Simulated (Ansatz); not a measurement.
# Energy landscape near a Na structure

Method: DFT PBEsol, scalar-relativistic, plane waves, PAW in Ansatz 0.2.0.

Cutoff 420 eV; k points 14×14×14 on the computed 1-atom cell (Γ-centred); Gaussian smearing, width 0.10 eV; no spin polarisation.

Reference cell:

```yaml
crystal:
  lattice:
    - [-1.88829, 1.88829, 2.63728]
    - [1.88829, -1.88829, 2.63728]
    - [1.88829, 1.88829, -2.63728]
  atoms:
    - { symbol: Na, position: [0.00000, 0.00000, 0.00000] }
```

Each variant moves atoms of this cell by the vectors given, if any (Å), and then applies a symmetric strain (tensor components, Cartesian axes). The reference cell isn't relaxed at this level. Energies are per atom at zero smearing, counted from the lowest variant. Pressure is positive in compression.

1. strain (xx yy zz yz xz xy, %) -4.76 -4.76 -1.76 0.00 0.00 1.17
2. strain (xx yy zz yz xz xy, %) 1.67 -1.54 -1.12 0.00 0.00 0.29
3. strain (xx yy zz yz xz xy, %) -0.96 -0.96 -3.96 0.00 0.00 0.00
4. strain (xx yy zz yz xz xy, %) 5.07 5.07 3.57 0.00 0.00 0.00
5. strain (xx yy zz yz xz xy, %) -3.51 -3.51 -3.87 0.00 0.00 1.00
6. strain (xx yy zz yz xz xy, %) 4.78 5.12 1.95 1.49 0.00 0.00
7. strain (xx yy zz yz xz xy, %) -1.90 0.96 1.54 -4.00 0.00 0.00

(1) Order the variants by energy, lowest first.

(2) Order them by pressure, highest first.

## Answers

(1) 3 (0.0 meV/atom), 2 (0.8 meV/atom), 5 (4.7 meV/atom), 1 (5.4 meV/atom), 7 (6.5 meV/atom), 6 (18.6 meV/atom), 4 (22.6 meV/atom). Neighbours within 1 meV/atom are level.

(2) 1 (0.74 GPa), 5 (0.69 GPa), 3 (0.21 GPa), 2 (-0.18 GPa), 7 (-0.26 GPa), 6 (-0.90 GPa), 4 (-0.97 GPa).

This fcc form isn't the element's structure at ambient conditions.